Q: Silicon carbide is a simple, well-known crystal, yet the methods in this table disagree about how hard it is to compress. What are they disagreeing about?

Bulk modulus of zinc-blende SiC (F-43m, 2-atom cell) from force fields and Kohn-Sham DFT, for a static lattice at each method's own minimum volume. Energies under "basis" are cutoffs. The PBE-D3(BJ), r2SCAN and vdW-DF2 runs are not spin-polarized and use equation-of-state fits to seven volumes, from 94 to 106% of 10.35 Å³ per atom.

```tsv
method	rung	program	potentials	basis	k mesh	smearing	bulk modulus (GPa)	computed less measured (GPa)
MEAM	force field	LAMMPS	SiC.meam	default	none 2-atom cell	none	210.30	-17.70
Tersoff	force field	LAMMPS	SiC_1989.tersoff	default	none 2-atom cell	none	224.20	-3.80
BP86	GGA	GPAW	PAW data sets made by gpaw setup for the functional	800 eV	10x10x10 2-atom cell	Fermi-Dirac 0.05eV	208.40	-19.60
PBE	GGA	VASP	VASP PAW PBE potentials, recommended	520 eV	10x10x10 2-atom cell	Fermi-Dirac 0.05eV	212.20	-15.80
PBE-D3(BJ)	GGA	Quantum ESPRESSO	PseudoDojo 0.4.1 SR PBE standard	1116 eV	10x10x10 2-atom cell	Fermi-Dirac 0.05eV	219.70	-8.30
PW91	GGA	GPAW	PAW data sets made by gpaw setup for the functional	800 eV	10x10x10 2-atom cell	Fermi-Dirac 0.05eV	213.10	-14.90
vdW-DF2	GGA	GPAW	GPAW PAW data sets (gpaw data 1.2.1)	800 eV	10x10x10 2-atom cell	Fermi-Dirac 0.05eV	190.70	-37.30
TM	meta-GGA	ABACUS	SG15 ONCV 1.2 PBE	1293 eV	6x6x6 2-atom cell	Fermi-Dirac 0.05eV	222.60	-5.40
r2SCAN	meta-GGA	VASP	VASP PAW PBE potentials, recommended	520 eV	10x10x10 2-atom cell	Fermi-Dirac 0.05eV	226.80	-1.20
```

A: Where they differ most, mainly about how large the crystal is. In a stiff covalent crystal, one percent of volume is worth a few percent of the bulk modulus $B$, the resistance to uniform compression. Each modulus here is taken at the volume where that method's own energy is lowest, and these volumes differ. A low value can therefore mean that the bonds resist weakly, or that the method has stretched them before the compression starts. The minimum volumes are known here for only three rows, PBE-D3(BJ), r2SCAN and vdW-DF2, so within the table the argument can be tested on those alone.

Q: The vdW-DF2 result is 37 GPa below the measured value. Does this functional make the bonds soft?

A: No, and the same calculations show it if the crystal is held at one common volume, 10.35 Å³ per atom. There the energy curves give 235 GPa for vdW-DF2, against 226 for r2SCAN and 217 for PBE-D3(BJ). The softest entry of the table now has the highest modulus of these three. Most of its lead over r2SCAN comes from the pressure itself: a modulus taken under pressure exceeds the stiffness against a change of bond length by two thirds of that pressure, about 8 GPa for the 11 GPa that vdW-DF2 feels at this volume. With that removed, its bonds are about as stiff as those of r2SCAN, and so not soft. Left to itself, the vdW-DF2 crystal expands, and it loses about 45 GPa on the way to its own minimum. Overlong bonds in solids are a known fault of this functional, usually traced to the strong repulsion in its exchange part. This row also uses the stock GPAW data sets, not ones made for the functional.

Q: Why does expansion cost so much stiffness?

A: The repulsion between atoms that are pushed together rises steeply at short distance, so the energy curve is strongly bent there and flatter further out. To put this into a formula, let $P$ be the pressure and $V$ the volume, so that $B=-V\,dP/dV$. The modulus grows with pressure at a nearly constant rate $B'=dB/dP$, which is close to 4 here. Combining the two gives $dB/B=-B'\,dV/V$, and therefore

$$B(V)=B_{\rm ref}\left(\frac{V}{V_{\rm ref}}\right)^{-B'}.$$

One percent more volume then costs about four percent of the modulus, provided that both methods follow the same curve.

Q: Can you work that out for vdW-DF2?

A: I take the curve from the PBE-D3(BJ) run alone, with its modulus of 219.7 GPa and its $B'$ of 3.9. The vdW-DF2 minimum lies at a volume 5.9% larger, so the estimate is

$$B\approx 219.7\times 1.059^{-3.9}\approx 176\ \text{GPa}.$$

The curve owes nothing to vdW-DF2, but the volume comes from the vdW-DF2 run itself, so this tests the shared curve and is not a forecast made in advance. The calculation gives 190.7 GPa. Volume explains why the modulus falls, but the formula predicts a drop of 44 GPa where the actual one is 29.

Q: Why does the formula exaggerate?

A: Think of the second functional as the first plus an extra outward pressure, and consider two cases. If that pressure were the same at every volume, it would only shift the minimum, and the crystal would slide along the shared curve. If instead it acts strongly in a compressed crystal and fades as the atoms move apart, it also resists compression and so adds stiffness of its own. The higher vdW-DF2 modulus at the common volume shows that the extra pressure does fade, but it fades slowly. Against PBE-D3(BJ) it brings about 19 GPa of modulus for about 12 GPa of extra pressure, a ratio near 1.5, whereas the shared curve loses 3.9 GPa of modulus for each GPa of pressure released. What enlarges the cell therefore returns only about a third of the stiffness lost along the shared curve.

Q: Does the argument also work for a functional that shrinks the cell?

A: It does for an additional LDA run made with ABINIT, whose cell is 1.7% smaller than that of PBE-D3(BJ). The shared curve predicts a stiffer crystal, which is right, but it overshoots by about 6 GPa. At the common volume LDA is in fact the softest of the four functionals compared. Relative to PBE-D3(BJ), its extra pressure points inward, and because this pull fades as the cell grows, it takes stiffness away instead of adding it. For another functional that differs mainly in cell size, I would therefore allow roughly two to three percent of modulus per percent of volume, a range read off three runs on this crystal (vdW-DF2, LDA and an additional BLYP-D3 run) and not a law. The full four applies when the crystal is compressed or stretched within one functional.

Q: Then r2SCAN, with the highest modulus in the table, should have the smallest cell.

A: It doesn't, and here the volume argument fails. Its minimum volume agrees with that of PBE-D3(BJ) to about 0.2%, yet its modulus is 7 GPa higher. At the common volume the gap is 9 GPa, so the energy curve itself is more strongly bent. The functional is the likelier reason. The two runs also differ in program and potentials, but an additional PBE run made with ABINIT, with other potentials and the D2 dispersion term, comes within about 1 GPa of PBE-D3(BJ). That is a hint and not a full separation, since it does not test the r2SCAN setup itself. The cleaner pair is r2SCAN and the PBE row, which share program, potentials, cutoff and mesh. Their gap of about 15 GPa belongs to the functional, though without the PBE volume it cannot be split into cell size and curvature. TM, the other meta-GGA, also lies above every GGA row, but its minimum volume is not known here and it was run on a coarser k mesh. Both meta-GGA rows use potentials made for PBE.

Q: What about the ordinary GGAs, BP86, PBE and PW91?

A: They form a close group, on average 17 GPa below the measurement. GGAs of this kind tend to make covalent bonds slightly too long, and by the argument above that would lower the modulus. The minimum volumes of these three rows are not available here to check it. Adding the D3(BJ) dispersion attraction should pull the atoms together and undo some of the loss. PBE-D3(BJ) is indeed 7.5 GPa stiffer than PBE, and although program and potentials change as well, the ABINIT run with D2 also lies about 6 GPa above PBE, so the dispersion term is the likelier source of most of the step.

Q: For process work I would simply take r2SCAN, since it misses by only 1 GPa.

A: That small miss is less reassuring than it looks. The calculations describe atoms at rest, whereas the measurement was made at 300 K on a crystal with thermal and zero-point motion, which normally soften it. If the measured 228 GPa is right, an exact calculation for atoms at rest should therefore lie above it, whereas every row of the table lies below. Published measurements of this modulus also differ among themselves by much more than 1 GPa, so a miss that small cannot establish accuracy.

Q: The Tersoff force field comes within 4 GPa and needs no electrons at all. Is it not good enough?

A: It may be, for compressing the perfect crystal. But a force field is a formula whose parameters were adjusted to known properties of materials, so close agreement does not show that it describes the bonding correctly. MEAM, a force field of another form, misses by 18 GPa, about as much as the ordinary GGAs. The quality belongs to the particular force field, with its form and its parameters, and not to force fields as a class.

Q: If I feed one of these moduli into a stress model, what should I watch?

A: Check which volume it belongs to. For vdW-DF2, the choice between its own minimum and the common volume changes the modulus from 191 to 235 GPa. The larger value belongs to a crystal that, for this functional, is under a pressure of about 11 GPa. For PBE-D3(BJ) the same choice matters by only about 3 GPa, because its minimum already lies close to that volume. The vdW-DF2 minimum also sits near the edge of the volumes scanned, which makes its value there the less secure of the two. The printed output below lists these comparisons.

Printed output of the fit:

```
Miss against the measured modulus:
         row  percent
        MEAM   -7.763
     Tersoff   -1.667
        BP86   -8.596
         PBE    -6.93
  PBE-D3(BJ)    -3.64
        PW91   -6.535
     vdW-DF2   -16.36
          TM   -2.368
      r2SCAN  -0.5263
Mean miss of BP86, PBE and PW91 in GPa: -16.77
PBE-D3(BJ) less PBE in GPa: 7.5
r2SCAN less PBE-D3(BJ), own minima, in GPa: 7.1
vdW-DF2 less PBE-D3(BJ), own minima, in GPa: -29
vdW-DF2 minimum volume above PBE-D3(BJ) in percent: 5.907
r2SCAN minimum volume above PBE-D3(BJ) in percent: 0.2073
Shared curve at the vdW-DF2 volume in GPa: 175.7
Shared curve less computed, vdW-DF2, in GPa: -15.03
Shared curve less computed, r2SCAN, in GPa: -8.866
Shared curve less computed, extra LDA run, in GPa: 5.613
Shared curve less computed, extra BLYP-D3 run, in GPa: -6.476
Modulus at common volume, extra LDA run, in GPa: 211.3
Modulus at common volume, PBE-D3(BJ), in GPa: 216.6
Modulus at common volume, r2SCAN, in GPa: 225.6
Modulus at common volume, vdW-DF2, in GPa: 235.4
vdW-DF2 change from common volume to own minimum in GPa: -44.69
r2SCAN less PBE-D3(BJ) at common volume in GPa: 8.943
vdW-DF2 outward pressure at common volume in GPa: 11.45
```
